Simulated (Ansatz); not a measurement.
**Energy ranking of NbH2 structures**

The calculation used DFT r2SCAN, scalar-relativistic, plane waves, PAW in Ansatz. Settings: cutoff 500 eV, Γ-centred meshes no coarser than 0.19 Å⁻¹ for metals and 0.3 Å⁻¹ for insulators (2π included), Gaussian smearing.

All energies are static (0 K, no zero-point motion). Only the structures computed here compete, so a lower one can exist. The k mesh leaves about 4 meV/atom of noise in metals. No run is spin-polarised.

```tsv
#	started from	space group	atoms	V (Å³/atom)	ΔE (meV/atom)	gap on mesh (eV)
1	database cell	Fm-3m (No. 225)	3	7.8	0	0.00
2	2H molybdenite type, changed	P6_3/mmc (No. 194)	6	7.9	150	0.00
```

The lowest structure: Space group Fm-3m (No. 225), cubic, a = 4.547 Å. Nb is coordinated by 8 H at 1.97 Å; H has 4 Nb at 1.97 Å and 6 H at 2.27 Å. Its energy against the elements is -0.27 eV/atom. Formation energies are uncorrected and refer to the lowest elemental structures computed at the same level (H₂ as a molecule).

```cif
data_structure
_symmetry_space_group_name_H-M 'Fm-3m'
_symmetry_Int_Tables_number 225
_cell_length_a 4.5469
_cell_length_b 4.5469
_cell_length_c 4.5469
_cell_angle_alpha 90.000
_cell_angle_beta 90.000
_cell_angle_gamma 90.000
_cell_volume 94.01
loop_
_atom_site_label
_atom_site_type_symbol
_atom_site_symmetry_multiplicity
_atom_site_Wyckoff_symbol
_atom_site_fract_x
_atom_site_fract_y
_atom_site_fract_z
_atom_site_occupancy
Nb1 Nb 4 a 0.00000 0.00000 0.00000 1
H1 H 8 c 0.25000 0.75000 0.75000 1
```

The second: Space group P6_3/mmc (No. 194), hexagonal, a = 3.125 Å, c = 5.602 Å. Nb has 8 H at 1.92–2.01 Å; around H lie 1 H at 1.76 Å, 4 Nb at 1.92–2.01 Å and 3 H at 2.08 Å.